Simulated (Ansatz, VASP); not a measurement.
## SrO in VASP and in Ansatz

```xyz
2
Lattice="0.0000 2.6050 2.5008 2.6050 0.0000 2.5008 2.6050 2.6050 0.0000" Properties=species:S:1:pos:R:3 pbc="T T T"
Sr    0.0000    0.0000    0.0000
O     2.6050    2.6050    2.5008
```

Alike in both runs: task single point; functional PBE; k mesh 8 × 8 × 8; occupations gaussian, width 0.05 eV; no spin polarisation.

|  | VASP | Ansatz |
| --- | --- | --- |
| version | VASP 6.6.1 | Ansatz 0.2.0 |
| potentials or method | VASP PAW PBE potentials, release 64 (Sr_sv, O) | scalar-relativistic, plane waves, PAW |
| plane-wave cutoff (eV) | 520 | 420 |
| valence electrons in the cell | 16 | 16 |

|  | VASP | Ansatz | Ansatz less VASP |
| --- | --- | --- | --- |
| gap on the k mesh at the Fermi level (eV) | 3.06 | 3.11 | +0.052 |
| least direct gap on the mesh (eV) | 3.28 | 3.32 | +0.040 |
| pressure (GPa) | 3.9 | 3.3 | -0.61 |
| largest component of the traceless stress (GPa) | 4.22 | 4.00 | -0.223 |

A k mesh can miss the band edges.
